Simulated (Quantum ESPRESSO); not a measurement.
Here is a Quantum ESPRESSO 7.5 calculation.

File pw.in:

```
&CONTROL
  calculation = 'scf'
  prefix = 'pwscf'
  outdir = './tmp'
  pseudo_dir = './pseudo'
  tprnfor = .true.
  tstress = .true.
  disk_io = 'low'
/
&SYSTEM
  ibrav = 0
  celldm(1) = 8
  nat = 3
  ntyp = 2
  ecutwfc = 45
  ecutrho = 360
  nbnd = 24
  occupations = 'smearing'
  smearing = 'fd'
  degauss = 0.00367493
  nspin = 2
  starting_magnetization(1) = 0.2667
  starting_magnetization(2) = 0
/
&ELECTRONS
  conv_thr = 6d-10
  electron_maxstep = 120
  mixing_beta = 0.3
/
ATOMIC_SPECIES
Mn    54.9380 mn_pbesol_v1.5.uspp.F.UPF
O     15.9990 o_pbesol_v1.2.uspp.F.UPF
CELL_PARAMETERS alat
  0.6747688018172   0.0000000000000   0.0000000000000
 -0.3373844009086   0.5843669240732   0.0000000000000
  0.0000000000000   0.0000000000000   1.0869170960348
ATOMIC_POSITIONS crystal
Mn     0.0000000000    0.0000000000    0.5000000000
O      0.3333333333    0.6666666667    0.7062925700
O      0.6666666667    0.3333333333    0.2937074300
K_POINTS automatic
11 11 6 0 0 0
```

pp_density.in

```
&INPUTPP
  prefix = 'pwscf'
  outdir = './tmp'
  filplot = 'density.dat'
  plot_num = 0
/
&PLOT
  nfile = 1
  filepp(1) = 'density.dat'
  iflag = 3
  output_format = 6
  fileout = 'density.cube'
/
```

The input pp_potential.in:

```
&INPUTPP
  prefix = 'pwscf'
  outdir = './tmp'
  filplot = 'potential.dat'
  plot_num = 11
/
&PLOT
  nfile = 1
  filepp(1) = 'potential.dat'
  iflag = 3
  output_format = 6
  fileout = 'potential.cube'
/
```

pp_spin.in

```
&INPUTPP
  prefix = 'pwscf'
  outdir = './tmp'
  filplot = 'spin.dat'
  plot_num = 6
/
&PLOT
  nfile = 1
  filepp(1) = 'spin.dat'
  iflag = 3
  output_format = 6
  fileout = 'spin.cube'
/
```

Potentials or basis: GBRV 1.5 PBEsol.

Run with:

```sh
$ OMP_NUM_THREADS=1 mpirun -n 2 pw.x -nk 2 -in pw.in > pw.out
$ OMP_NUM_THREADS=1 mpirun -n 1 pp.x -in pp_density.in > pp_density.out
$ OMP_NUM_THREADS=1 mpirun -n 1 pp.x -in pp_potential.in > pp_potential.out
$ OMP_NUM_THREADS=1 mpirun -n 1 pp.x -in pp_spin.in > pp_spin.out
```

Predict the largest force.

0.120 eV/Å.

Estimate the absolute moment.

3.05 μB per cell.

Predict the net moment.

3.00 μB per cell.

What does it give for the site moments?

Mn +2.52; O +0.04 μB.

Forces in eV/Å, atoms in the order of the input:
```
Mn   0.000  0.000  0.000
O    0.000  0.000 -0.120
O    0.000  0.000  0.120
```

Caveat: a cell with one magnetic atom can't hold antiferromagnetic order, which such compounds often take.
